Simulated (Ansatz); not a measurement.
GaN:

```xyz
2
Lattice="0.0000 2.1352 2.1352 2.1352 0.0000 2.1352 2.1352 2.1352 0.0000" Properties=species:S:1:pos:R:3 pbc="T T T"
Ga    0.0000    0.0000    0.0000
N     2.1352    2.1352    2.1352
```

Measurements of this composition are mostly on another form, of space group No. 186.

| Quantity | Value |
| --- | --- |
| Program | Ansatz 0.2.0 |
| Task | relaxation of cell and atoms |
| Functional | BLYP |
| Potentials or basis | Ansatz PAW |
| Cutoff | 420 eV (not typed: the program's choice for these potentials) |
| k mesh | 11 × 11 × 11 |
| Occupations | fermi-dirac, width 0.05 eV |
| Spin | no spin polarisation |

At the start: volume 9.74 Å³/atom.

Q: Where does the relaxation end?

A: It ends after 7 steps and the volume is 10.12 Å³/atom (+4.0 %); space group Fm-3m (No. 225, to 0.05 Å).

Step by step:
| step | energy change (eV) | largest force (eV/Å) | volume (Å³) |
| --- | --- | --- | --- |
| 1 | 0.0000 | 0.0000 | 19.47 |
| 2 | -0.0130 | 0.0000 | 19.93 |
| 3 | -0.0144 | 0.0000 | 20.20 |
| 4 | -0.0143 | 0.0000 | 20.22 |
| 5 | -0.0180 | 0.0000 | 20.22 |
| 6 | -0.0179 | 0.0000 | 20.25 |
| 7 | -0.0181 | 0.0000 | 20.25 |

Final structure:
```xyz
2
Lattice="0.0000 2.1633 2.1633 2.1633 0.0000 2.1633 2.1633 2.1633 0.0000" Properties=species:S:1:pos:R:3 pbc="T T T"
Ga    0.0000    0.0000    0.0000
N     2.1633    2.1633    2.1633
```

Caveat: the plane-wave basis is chosen anew once the cell has moved, so the energies of steps on either side of that aren't comparable; the pressure holds a Pulay correction of +0.6 GPa for the finite cutoff; the PAW data sets come from PBE, with cores solved anew for the run's functional, which leaves a small shift of forces and pressure.
